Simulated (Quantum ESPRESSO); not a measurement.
Input of a Quantum ESPRESSO 7.5 run:

Contents of pw.in:

```
&CONTROL
  calculation = 'scf'
  prefix = 'pwscf'
  outdir = './tmp'
  pseudo_dir = './pseudo'
  tprnfor = .true.
  tstress = .true.
  disk_io = 'low'
/
&SYSTEM
  ibrav = 0
  nat = 1
  ntyp = 1
  ecutwfc = 84
  nbnd = 12
  occupations = 'smearing'
  smearing = 'fd'
  degauss = 0.00367493
/
&ELECTRONS
  conv_thr = 2d-10
  electron_maxstep = 120
  mixing_beta = 0.5
/
ATOMIC_SPECIES
Ti    47.8670 Ti.upf
CELL_PARAMETERS angstrom
  -1.6410000000    1.6410000000    1.6410000000
   1.6410000000   -1.6410000000    1.6410000000
   1.6410000000    1.6410000000   -1.6410000000
ATOMIC_POSITIONS angstrom
Ti     0.0000000000    0.0000000000    0.0000000000
K_POINTS automatic
11 11 11 0 0 0
```

Contents of bands.in:

```
&CONTROL
  calculation = 'bands'
  prefix = 'pwscf'
  outdir = './tmp'
  pseudo_dir = './pseudo'
  disk_io = 'low'
  verbosity = 'high'
/
&SYSTEM
  ibrav = 0
  nat = 1
  ntyp = 1
  ecutwfc = 84
  nbnd = 12
  occupations = 'smearing'
  smearing = 'fd'
  degauss = 0.00367493
/
&ELECTRONS
  conv_thr = 1d-08
  electron_maxstep = 120
  mixing_beta = 0.5
  diago_full_acc = .true.
/
ATOMIC_SPECIES
Ti    47.8670 Ti.upf
CELL_PARAMETERS angstrom
  -1.6410000000    1.6410000000    1.6410000000
   1.6410000000   -1.6410000000    1.6410000000
   1.6410000000    1.6410000000   -1.6410000000
ATOMIC_POSITIONS angstrom
Ti     0.0000000000    0.0000000000    0.0000000000
K_POINTS crystal
60
 0.0000000000  0.0000000000  0.0000000000 1
 0.0416666667 -0.0416666667  0.0416666667 1
 0.0833333333 -0.0833333333  0.0833333333 1
 0.1250000000 -0.1250000000  0.1250000000 1
 0.1666666667 -0.1666666667  0.1666666667 1
 0.2083333333 -0.2083333333  0.2083333333 1
 0.2500000000 -0.2500000000  0.2500000000 1
 0.2916666667 -0.2916666667  0.2916666667 1
 0.3333333333 -0.3333333333  0.3333333333 1
 0.3750000000 -0.3750000000  0.3750000000 1
 0.4166666667 -0.4166666667  0.4166666667 1
 0.4583333333 -0.4583333333  0.4583333333 1
 0.5000000000 -0.5000000000  0.5000000000 1
 0.4375000000 -0.4375000000  0.5000000000 1
 0.3750000000 -0.3750000000  0.5000000000 1
 0.3125000000 -0.3125000000  0.5000000000 1
 0.2500000000 -0.2500000000  0.5000000000 1
 0.1875000000 -0.1875000000  0.5000000000 1
 0.1250000000 -0.1250000000  0.5000000000 1
 0.0625000000 -0.0625000000  0.5000000000 1
 0.0000000000  0.0000000000  0.5000000000 1
 0.0000000000  0.0000000000  0.4444444444 1
 0.0000000000  0.0000000000  0.3888888889 1
 0.0000000000  0.0000000000  0.3333333333 1
 0.0000000000  0.0000000000  0.2777777778 1
 0.0000000000  0.0000000000  0.2222222222 1
 0.0000000000  0.0000000000  0.1666666667 1
 0.0000000000  0.0000000000  0.1111111111 1
 0.0000000000  0.0000000000  0.0555555556 1
 0.0000000000  0.0000000000  0.0000000000 1
 0.0227272727  0.0227272727  0.0227272727 1
 0.0454545455  0.0454545455  0.0454545455 1
 0.0681818182  0.0681818182  0.0681818182 1
 0.0909090909  0.0909090909  0.0909090909 1
 0.1136363636  0.1136363636  0.1136363636 1
 0.1363636364  0.1363636364  0.1363636364 1
 0.1590909091  0.1590909091  0.1590909091 1
 0.1818181818  0.1818181818  0.1818181818 1
 0.2045454545  0.2045454545  0.2045454545 1
 0.2272727273  0.2272727273  0.2272727273 1
 0.2500000000  0.2500000000  0.2500000000 1
 0.2708333333  0.1875000000  0.2708333333 1
 0.2916666667  0.1250000000  0.2916666667 1
 0.3125000000  0.0625000000  0.3125000000 1
 0.3333333333  0.0000000000  0.3333333333 1
 0.3541666667 -0.0625000000  0.3541666667 1
 0.3750000000 -0.1250000000  0.3750000000 1
 0.3958333333 -0.1875000000  0.3958333333 1
 0.4166666667 -0.2500000000  0.4166666667 1
 0.4375000000 -0.3125000000  0.4375000000 1
 0.4583333333 -0.3750000000  0.4583333333 1
 0.4791666667 -0.4375000000  0.4791666667 1
 0.5000000000 -0.5000000000  0.5000000000 1
 0.2500000000  0.2500000000  0.2500000000 1
 0.2083333333  0.2083333333  0.2916666667 1
 0.1666666667  0.1666666667  0.3333333333 1
 0.1250000000  0.1250000000  0.3750000000 1
 0.0833333333  0.0833333333  0.4166666667 1
 0.0416666667  0.0416666667  0.4583333333 1
 0.0000000000  0.0000000000  0.5000000000 1
```

Potentials or basis: PseudoDojo 0.4.1 SR PBEsol standard.

Command:

```bash
$ OMP_NUM_THREADS=1 pw.x -in pw.in > pw.out
$ OMP_NUM_THREADS=1 pw.x -in bands.in > bands.out
```

(1) Predict the pressure.

(2) Predict the band gap on the k mesh.

Results:

(1) -6.7 GPa.

(2) none (metal or under the smearing width).
